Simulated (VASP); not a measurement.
# NbAs: core levels, initial state, 5 variants

NbAs, I4_1md (no. 109), 4 atoms in the cell. PBE, core levels, initial state; PAW potentials Nb_sv, As (PBE set).

| Cell | Core level of the first element (eV) | Core level of the second element (eV) | Time (s) |
|---|---|---|---|
| strain = -0.02 | 193.08 | 35.19 | 90 |
| strain = -0.01 | 193.13 | 35.20 | 81 |
| as given | 193.16 | 35.19 | 73 |
| strain = 0.01 | 193.18 | 35.16 | 74 |
| strain = 0.02 | 193.23 | 35.18 | 75 |

Limits: Levels are depths of Nb 3d, As 3d below the Fermi level, elements in the POSCAR's order.

## Input of the first row

INCAR:
```
SYSTEM = NbAs
GGA = PE
PREC = Accurate
ENCUT = 450
EDIFF = 1E-7
LREAL = .False.
LASPH = .True.
ALGO = Normal
NELM = 120
LWAVE = .False.
LCHARG = .False.
ISMEAR = 0
SIGMA = 0.02
KPAR = 4
ICORELEVEL = 1
```

KPOINTS:
```
k-points
0
Gamma
  10 10 10
```

POSCAR:
```
NbAs
1.0
   -1.7258500000      1.7258500000      5.7232000000
    1.7258500000     -1.7258500000      5.7232000000
    1.7258500000      1.7258500000     -5.7232000000
Nb As
2 2
Direct
    0.5000000000      0.0000000000      0.5000000000
    0.7500000000      0.7500000000      0.0000000000
    0.9160000000      0.4160000000      0.5000000000
    0.1660000000      0.1660000000      0.0000000000
```

Commands:
```
cat potpaw_PBE.64/Nb_sv/POTCAR potpaw_PBE.64/As/POTCAR > POTCAR
mpirun -np 4 vasp_std > vasp.out
```

VASP 6.6.1 took 90 s on 4 cores (Intel Xeon Platinum 8375C @ 2.90GHz (Ice Lake)), a shared host.
